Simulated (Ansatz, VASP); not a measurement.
MgS (Niningerite): VASP beside Ansatz

POSCAR

```
MgS
1.0
    0.0000000000      2.6015177399      2.6015177399
    2.6015177399      0.0000000000      2.6015177399
    2.6015177399      2.6015177399      0.0000000000
Mg S
1 1
Direct
    0.0000000000      0.0000000000      0.0000000000
    0.5000000000      0.5000000000      0.5000000000
```

The input INCAR.step1:

```
SYSTEM = MgS
ALGO = Normal ; EDIFF = 1E-4
ENCUT = 520 ; GGA = PE
ISMEAR = 0 ; LASPH = .TRUE.
LCHARG = .FALSE. ; LREAL = .FALSE.
LWAVE = .TRUE. ; NBANDS = 11
NELM = 100 ; PREC = Accurate
SIGMA = 0.01
```

INCAR.step2

```
SYSTEM = MgS
ALGO = Normal ; EDIFF = 1E-6
ENCUT = 520 ; ISIF = 2
ISMEAR = 0 ; ISTART = 1
LASPH = .TRUE. ; LCHARG = .FALSE.
LMIXTAU = .TRUE. ; LREAL = .FALSE.
LWAVE = .FALSE. ; METAGGA = R2SCAN
NBANDS = 11 ; NELM = 100
PREC = Accurate ; SIGMA = 0.01
```

Contents of KPOINTS:

```
k-points
0
G
  8 8 8
  0 0 0
```

Input for Ansatz:

```yaml
crystal:
  lattice:
    - [0.0, 2.6015177399, 2.6015177399]
    - [2.6015177399, 0.0, 2.6015177399]
    - [2.6015177399, 2.6015177399, 0.0]
  atoms:
    - { symbol: Mg, position: [0.0, 0.0, 0.0] }
    - { symbol: S, position: [0.5, 0.5, 0.5] }
kpoints:
  mp_grid: { grid: [8, 8, 8] }
  band_path:
    path:
      - [0.0, 0.0, 0.0]
      - [0.5, 0.0, 0.5]
      - [0.625, 0.25, 0.625]
      - [0.375, 0.375, 0.75]
      - [0.5, 0.5, 0.5]
      - [0.5, 0.25, 0.75]
      - [0.0, 0.5, 0.5]
    npoints: 1
hamiltonian:
  xc: r2scan
scf:
  occupations: { method: fixed }
  n_extra_bands: 4
output:
  forces: true
  stress: true
  eigenvalues: true
```

Alike in both runs: task single point; functional r2SCAN; k mesh 8 × 8 × 8; no spin polarisation.

|  | VASP | Ansatz |
| --- | --- | --- |
| version | VASP 6.6.1 | Ansatz 0.2.0 |
| potentials or method | VASP PAW PBE potentials, release 64 (Mg, S) | plane waves, PAW |
| plane-wave cutoff (eV) | 520 | 500 |
| occupations | gaussian, width 0.01 eV | fixed |
| valence electrons in the cell | 8 | 16 |

Ansatz gave:

```
gap on the k mesh at the Fermi level (eV) : 3.46
pressure (GPa)                            : 0.0
```

Problem. Estimate VASP's values.

Solution. gap on the k mesh at the Fermi level (eV): 3.43; pressure (GPa): -0.5.

The two sets of potentials don't hold the same shells in valence.

Caveats: the PAW data sets were made with another functional, which shifts forces and pressure a little (VASP). A k mesh can miss the band edges. r2SCAN opens gaps a little over a GGA but as a rule still falls short of measured ones.
